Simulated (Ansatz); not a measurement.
Input and command of a plane-wave DFT calculation in Ansatz:

```yaml
crystal:
  lattice:
    - [2.4655379968, 0.0, 0.0]
    - [-1.2327689984, 2.1341461181, 0.0]
    - [0.0, 0.0, 32.5979680033]
  atoms:
    - { symbol: C, position: [0.0833101796, 0.1666203592, 0.2607524494] }
    - { symbol: C, position: [0.4166898204, 0.8333796408, 0.2607524494] }
    - { symbol: C, position: [0.5833101796, 0.1666203592, 0.3650391026] }
    - { symbol: C, position: [0.9166898204, 0.8333796408, 0.3650391026] }
    - { symbol: C, position: [0.0833101796, 0.1666203592, 0.4693232413] }
    - { symbol: C, position: [0.4166898204, 0.8333796408, 0.4693232413] }
    - { symbol: C, position: [0.5833101796, 0.1666203592, 0.5736098945] }
    - { symbol: C, position: [0.9166898204, 0.8333796408, 0.5736098945] }
    - { symbol: C, position: [0.0833101796, 0.1666203592, 0.6778940332] }
    - { symbol: C, position: [0.4166898204, 0.8333796408, 0.6778940332] }
    - { symbol: "N", position: [0.0833101796, 0.6666203592, 0.7177738195] }
basis:
  ecutwfc: 420
kpoints:
  mp_grid: { grid: [12, 12, 1] }
hamiltonian:
  xc: pbe
  dispersion: d3bj
scf:
  occupations: { method: gaussian, width: 0.1 }
output:
  forces: true
  eigenvalues: true
  write_density: true
  write_potential: true
  elf: true
  volumetric_format: npy
relax:
  adjacent_minimum: "off"
  f_tol: 0.03
  max_steps: 70
  constraints: [{ sites: [0, 1, 2, 3] }]
efield:
  axis: 3
  dipole_correction: true
  ramp_width: 0.04
```

```bash
ansatz run input.yaml --threads 1 --pin off --max-ram 2560MiB --backend cpu --events-out ev --progress --plain --runs-dir out
```

Processor: Intel(R) Xeon(R) Platinum 8488C (Sapphire Rapids), 1 thread, on a host shared with other jobs.

Q: How long does it run, and how much memory does it take?

A: About 12 min on 1 thread of Intel(R) Xeon(R) Platinum 8488C (Sapphire Rapids) (shared host), peak memory 0.73 GiB. It solves 34 bands at 74 k points (the mesh reduced by the symmetry that the task leaves, which can be less than the crystal's) with about 3239 plane waves, in 144 SCF iterations over 20 ionic steps.
